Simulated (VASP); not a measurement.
From VASP inputs to Ansatz: ZnSnN2 (strained II-IV-N2 ordering on rocksalt lattice)

INCAR

```
NBANDS = 26
ISIF = 2
SIGMA = 0.02
LREAL = .FALSE.
LASPH = .TRUE.
PREC = Accurate
LCHARG = .FALSE.
ISMEAR = -1
EDIFF = 1E-7
LWAVE = .FALSE.
IBRION = -1
ENCUT = 520
GGA = PE
NSW = 0
NELM = 120
```

KPOINTS

```
KPOINTS created by Atomic Simulation Environment
0
Gamma
10 10 10
0 0 0
```

KPOINTS_OPT

```
special points
10
Reciprocal
0.0000000000 0.0000000000 0.0000000000 1
0.5000000000 0.5000000000 0.5000000000 1
0.8123176938 0.1876823062 0.5000000000 1
0.5000000000 -0.1876823062 0.1876823062 1
0.5000000000 0.0000000000 0.0000000000 1
0.3438411531 -0.3438411531 0.0000000000 1
0.6561588469 0.0000000000 0.3438411531 1
0.5000000000 0.0000000000 0.5000000000 1
-0.0468750000 0.1770830000 -0.2239580000 1
0.0000000000 0.5000000000 0.5000000000 1
```

POSCAR

```
Zn Sn N
 1.0000000000000000
     1.5520134287968874    0.8960553709017970    5.1990073128000001
    -1.5520134287968874    0.8960553709017970    5.1990073128000001
     0.0000000000000000   -1.7921107418035940    5.1990073128000001
 Zn  Sn  N
   1   1   2
Cartesian
  1.5520134287968874  0.8960553709017970  5.1990073128000001
  0.0000000000000000  0.0000000000000000  7.7985109692000005
  0.0000000000000000 -0.0000000000000000  3.8480082429481866
  0.0000000000000001 -0.0000000000000001 11.7490136954518114
```

VASP ran with the recommended PBE PAW datasets (36 valence electrons in the cell).

Question: Write an Ansatz input for this cell and level of theory.

Answer: 

```yaml
crystal:
  lattice:
    - [1.5520134288, 0.8960553709, 5.1990073128]
    - [-1.5520134288, 0.8960553709, 5.1990073128]
    - [0.0, -1.7921107418, 5.1990073128]
  atoms:
    - { symbol: Zn, position: [1.0, 0.0, 0.0] }
    - { symbol: Sn, position: [0.5, 0.5, 0.5] }
    - { symbol: "N", position: [0.2467142932, 0.2467142932, 0.2467142932] }
    - { symbol: "N", position: [0.7532857068, 0.7532857068, 0.7532857068] }
kpoints:
  mp_grid: { grid: [10, 10, 10] }
  band_path:
    path:
      - [0.0, 0.0, 0.0]
      - [0.5, 0.5, 0.5]
      - [0.8123176938, 0.1876823062, 0.5]
      - [0.5, -0.1876823062, 0.1876823062]
      - [0.5, 0.0, 0.0]
      - [0.3438411531, -0.3438411531, 0.0]
      - [0.6561588469, 0.0, 0.3438411531]
      - [0.5, 0.0, 0.5]
      - [-0.046875, 0.177083, -0.223958]
      - [0.0, 0.5, 0.5]
    npoints: 1
hamiltonian:
  xc: pbe
scf:
  occupations: { method: fermi_dirac, width: 0.02 }
  n_extra_bands: 5
output:
  forces: true
  stress: true
  eigenvalues: true
  write_density: true
  write_potential: true
  elf: true
  volumetric_format: npy
```

Other inputs would serve too.

```
                                VASP     Ansatz
gap between bands v and c    0.98 eV    0.99 eV
         least direct gap    1.02 eV    1.03 eV
                 pressure   14.0 GPa   13.5 GPa
            largest force  0.21 eV/Å  0.21 eV/Å
```

The two codes use different PAW datasets and cutoffs. VASP's cell holds 36 valence electrons and Ansatz's 36. Ansatz's stress includes a Pulay correction; VASP's doesn't.
